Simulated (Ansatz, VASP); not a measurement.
# InAs in VASP and in Ansatz

The input INCAR:

```
SYSTEM = InAs
ALGO = Normal
EDIFF = 1E-7
ENCUT = 520
GGA = PE
ISIF = 2
ISMEAR = -1
LASPH = .True.
LCHARG = .False.
LREAL = .False.
LWAVE = .False.
NBANDS = 16
NELM = 100
PREC = Accurate
SIGMA = 0.05
```

File KPOINTS:

```
k-points
0
Gamma
  8 8 8
  0 0 0
```

POSCAR

```
InAs
1.0
    0.0000000000      3.0577150807      3.0577150807
    3.0577150807      0.0000000000      3.0577150807
    3.0577150807      3.0577150807      0.0000000000
In As
1 1
Direct
    0.0000000000      0.0000000000      0.0000000000
    0.7500000000      0.7500000000      0.7500000000
```

Contents of input.yaml:

```yaml
crystal:
  lattice:
    - [0.0, 3.0577150807, 3.0577150807]
    - [3.0577150807, 0.0, 3.0577150807]
    - [3.0577150807, 3.0577150807, 0.0]
  atoms:
    - { symbol: In, position: [0.0, 0.0, 0.0] }
    - { symbol: As, position: [0.75, 0.75, 0.75] }
hamiltonian:
  xc: pbe
  pseudopotentials: { kind: paw }
kpoints:
  mp_grid: { grid: [8, 8, 8] }
scf:
  occupations: { method: fermi_dirac, width: 0.05 }
output:
  forces: true
  stress: true
  eigenvalues: true
```

Change from the starting cell: volume scaled by 1.04.

Alike in both runs: task single point; functional PBE; k mesh 8 × 8 × 8; occupations fermi-dirac, width 0.05 eV; no spin polarisation.

```csv
,VASP,Ansatz
version,VASP 6.6.1,Ansatz 0.2.0
potentials or method,"VASP PAW PBE potentials, release 64 (In_d, As)",Ansatz PAW
plane-wave cutoff (eV),520,420
valence electrons in the cell,18,28
```

Ansatz gave:

| Property | Result |
| --- | --- |
| gap on the k mesh at the Fermi level (eV) | none |
| pressure (GPa) | 1.8 |

Q: Estimate VASP's values.

A: gap on the k mesh at the Fermi level (eV): none; pressure (GPa): 1.9.

A gap of «none» marks a metal or a gap that the smearing closes. The functional is the same, so the differences come from potentials, cutoffs and numerics. The two sets of potentials don't hold the same shells in valence.
